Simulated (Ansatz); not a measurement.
# NiO: equation of state with PBE

NiO:

```
CELL_PARAMETERS angstrom
0.00000 2.24063 2.24063
2.24063 0.00000 2.24063
2.24063 2.24063 0.00000
ATOMIC_POSITIONS crystal
Ni 0.00000 0.00000 0.00000
O 0.75000 0.75000 0.75000
```

The cell was built by a generator and needn't be a form met in nature.

| Item | Value |
| --- | --- |
| Program | Ansatz 0.2.0 |
| Task | equation of state |
| Functional | PBE |
| Potentials or basis | all-electron LAPW, scalar-relativistic |
| Basis error allowed | 0.0005 eV/atom |
| k mesh | 10 × 10 × 10 |
| Occupations | fermi-dirac, width 0.05 eV |
| Spin | collinear spin, ferromagnetic start |
| Starting moments | [1.0, 0.0] μB |

The equilibrium volume is 11.26 Å³/atom. The bulk modulus is 145 GPa. The pressure derivative of the bulk modulus is 3.8.

Energy against volume, from the lowest point:
```
volume (Å³/atom)  energy (meV/atom)
          10.574              21.19
          10.799               9.33
          11.024               2.40
          11.249               0.00
          11.474               1.71
          11.699               7.14
          11.924              15.93
```

All runs of the series together: 2.3 min on 2 threads of Intel(R) Xeon(R) Platinum 8375C CPU @ 2.90GHz (Ice Lake) (shared host).
